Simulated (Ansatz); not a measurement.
# TiO2: how settings move the results

One table from this session's results is given with a row withheld; the runs are named, their logs left out.

Computed with Ansatz 0.2.0 (DFT r2SCAN, scalar-relativistic, plane waves, PAW, unless a step's input says otherwise).

1 further run of the same task is left out (set aside as unsound or not needed). Runs told in other sessions of the task aren't counted.

### Starting point

The structure is monoclinic, space group C2/c (No. 15). The conventional cell has a = 5.412 Å, b = 5.413 Å, c = 5.472 Å, α = 90.00°, β = 118.77°, γ = 90.00°. Around Ti (site symmetry 2) lie 6 O at 1.93 to 2.00 Å. O (site symmetry 1) has 3 Ti at 1.93 to 2.00 Å in its first shell of neighbours.

Cell or atoms stand a little off a more symmetric structure (I4_1/amd at a tolerance of 0.3 Å), so results at this geometry aren't those of that ideal crystal.

Coordinates:

```xyz
6
Lattice="2.7060 -2.7067 0.0000 2.7060 2.7067 0.0000 -2.6335 0.0000 4.7966" Properties=species:S:1:pos:R:3 pbc="T T T"
Ti    2.0477    1.9807    1.1992
Ti    0.7309   -1.9807    3.5975
O    -0.6205   -0.6563    3.2001
O     3.3990    0.6563    1.5966
O     2.0823   -0.6563    3.9949
O     0.6963    0.6563    0.8018
```

The structure comes from the Materials Project (structure only); it is used as listed.

### The base input

Input file input.yaml:

```yaml
crystal:
  lattice:
    - [2.706034, -2.706655, 0.0]
    - [2.706034, 2.706655, 0.0]
    - [-2.633531, 0.0, 4.796637]
  atoms:
    - { symbol: Ti, position: [0.13411, 0.86589, 0.25] }
    - { symbol: Ti, position: [0.86589, 0.13411, 0.75] }
    - { symbol: O, position: [0.331221, 0.088755, 0.667149] }
    - { symbol: O, position: [0.668779, 0.911245, 0.332851] }
    - { symbol: O, position: [0.911245, 0.668779, 0.832851] }
    - { symbol: O, position: [0.088755, 0.331221, 0.167149] }
basis:
  ecutwfc: 500
kpoints:
  mp_grid: { grid: [8, 8, 6] }
hamiltonian:
  xc: r2scan
scf:
  occupations: { method: gaussian, width: 0.02 }
output:
  forces: true
  stress: true
  eigenvalues: true
  populations: true
  write_density: true
  write_potential: true
  elf: true
  volumetric_format: npy
```

It was run beforehand and gave: -1215.4356 eV/atom at zero smearing, pressure -6.36 GPa, largest force 0.228 eV/Å, gap on the mesh 2.44 eV, in 8 SCF cycles and 17 s.

Set-up of the first run:

Input file input.yaml:

```yaml
crystal:
  lattice:
    - [2.706034, -2.706655, 0.0]
    - [2.706034, 2.706655, 0.0]
    - [-2.633531, 0.0, 4.796637]
  atoms:
    - { symbol: Ti, position: [0.13411, 0.86589, 0.25] }
    - { symbol: Ti, position: [0.86589, 0.13411, 0.75] }
    - { symbol: O, position: [0.331221, 0.088755, 0.667149] }
    - { symbol: O, position: [0.668779, 0.911245, 0.332851] }
    - { symbol: O, position: [0.911245, 0.668779, 0.832851] }
    - { symbol: O, position: [0.088755, 0.331221, 0.167149] }
basis:
  ecutwfc: 500
kpoints:
  mp_grid: { grid: [1, 1, 1] }
hamiltonian:
  xc: r2scan
scf:
  occupations: { method: gaussian, width: 0.02 }
output:
  forces: true
  stress: true
  eigenvalues: true
```

The run is started by

```
> ansatz run input.yaml --threads 1 --pin off --max-ram 2560MiB --backend cpu --events-out ev --progress --plain --runs-dir out
```

Steps of the session up to this table: K-point mesh set to 1×1×1; K-point mesh: 2×2×2; K-point mesh: 4×4×2; K-point mesh: 4×4×4; K-point mesh: 6×6×4; K-point mesh: 6×6×6; K-point mesh: 10×10×8; K-point mesh set to 12×12×8.

One table of the session follows, with a row left open; its other results are not shown here.

```
   mesh  ΔE (meV/atom)  largest change of a force component (eV/Å)  gap on the mesh (eV)
  1×1×1           1492                                       6.320                 2.028
  2×2×2              ?                                           ?                     ?
  4×4×2           1.86                                       0.018                 2.436
  4×4×4           0.75                                       0.006                 2.439
  6×6×4          -0.01                                       0.001                 2.441
  6×6×6          -0.01                                       0.001                 2.441
  8×8×6           0.00                                       0.000                 2.441
10×10×8           0.00                                       0.000                 2.423
12×12×8           0.00                                       0.000                 2.411
```

**Question.** Estimate the row for 2×2×2.

**Answer.** ΔE (meV/atom): -8.66; largest change of a force component (eV/Å): 0.182; gap on the mesh (eV): 2.429. In the column «ΔE (meV/atom)» it is the lowest.

Limits of these values: The error changes sign along the series, since a k mesh isn't variational.
